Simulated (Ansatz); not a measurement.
## Strain response of ZnO

Method: DFT PBEsol, scalar-relativistic, plane waves, PAW (Ansatz 0.2.0). Run with 420 eV cutoff, 9×9×6 k-mesh, Gaussian smearing of 0.02 eV, no spin polarisation.

Reference structure (relaxed):

```
CELL_PARAMETERS angstrom
3.23052 0.00000 0.00000
-1.61526 2.79771 0.00000
0.00000 0.00000 5.21394
ATOMIC_POSITIONS crystal
Zn 0.66667 0.33333 0.50064
Zn 0.33333 0.66667 0.00064
O 0.66667 0.33333 0.87967
O 0.33333 0.66667 0.37967
```

Deformation: biaxial strain in the a-b plane, with the length and tilt of c and the atoms relaxed, all within the symmetry that the strain leaves. Energies are extrapolated to zero smearing. Gaps are Kohn–Sham gaps over the whole zone.

Task: Give the structure at +2.0 %.

Result:
```
CELL_PARAMETERS angstrom
3.29513 0.00000 0.00000
-1.64756 2.85366 0.00000
0.00000 0.00000 5.10469
ATOMIC_POSITIONS crystal
Zn 0.66667 0.33333 0.49531
Zn 0.33333 0.66667 0.99531
O 0.66667 0.33333 0.88500
O 0.33333 0.66667 0.38500
```
Space group P6_3mc (186), 6.3 meV/atom over the relaxed crystal.